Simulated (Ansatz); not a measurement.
# A strain series on MgO (zincblende): uniaxial along z, other directions held

MgO built on the zincblende prototype, relaxed with r2SCAN in the plane-wave code Ansatz, then strained (uniaxial along z, other directions held; changes of length per length, axes as in the cell below) with the atoms relaxed again within the symmetry that is left. It is cubic, F-43m (No. 216); a = 4.564 Å in the conventional setting, 11.88 Å³ an atom. Around Mg lie 4 O at 1.98 Å; around O lie 4 Mg at 1.98 Å. All values are calculated for a non-magnetic cell, which may be hypothetical.

```
CELL_PARAMETERS angstrom
0.00000 2.28201 2.28201
2.28201 0.00000 2.28201
2.28201 2.28201 0.00000
ATOMIC_POSITIONS crystal
Mg 0.00000 0.00000 0.00000
O 0.25000 0.25000 0.25000
```

Gaps are the least over each mesh (PBE 10×10×10, r2SCAN 10×10×10, HSE06 6×6×6 when unstrained) and the special points, which keep their unstrained names; stress is the change from the unstrained cell, compression positive.

```tsv
strain (%)	gap, PBE (eV)	gap, r2SCAN (eV)	gap, HSE06 (eV)	edges, HSE06	stress along the strain, r2SCAN (GPa)	energy rise, r2SCAN (meV/atom)
-5.97	3.930	4.628	5.576	Γ	+9.38	20.8
0.0	3.657	4.336	5.268	Γ	0.00	0.0
+2.34	3.506	4.176	5.104	Γ	-3.62	3.1
+4.52	3.362	4.026	4.951	Γ	-6.94	11.6
+5.0	3.330	3.992	4.910	Γ–K (0.29) → Γ	-7.66	14.2
```

**Question.** Estimate the row for a strain of +2.54 %.

**Answer.**
```tsv
strain (%)	gap, PBE (eV)	gap, r2SCAN (eV)	gap, HSE06 (eV)	edges, HSE06	stress along the strain, r2SCAN (GPa)	energy rise, r2SCAN (meV/atom)
+2.54	3.493	4.163	5.090	Γ	-3.92	3.7
```

Between zero and the nearest strains the slope of the HSE06 gap against strain is -0.051 eV per percent for negative and -0.070 for positive strain.

Where an edge lies off the special points, it is a point of the mesh or the k point where a search put PBE's edge or least direct gap, reused for the other functionals, whose own edges may lie a little apart.

The meshes of the hybrids are coarse, so their gaps aren't converged to the digits shown.
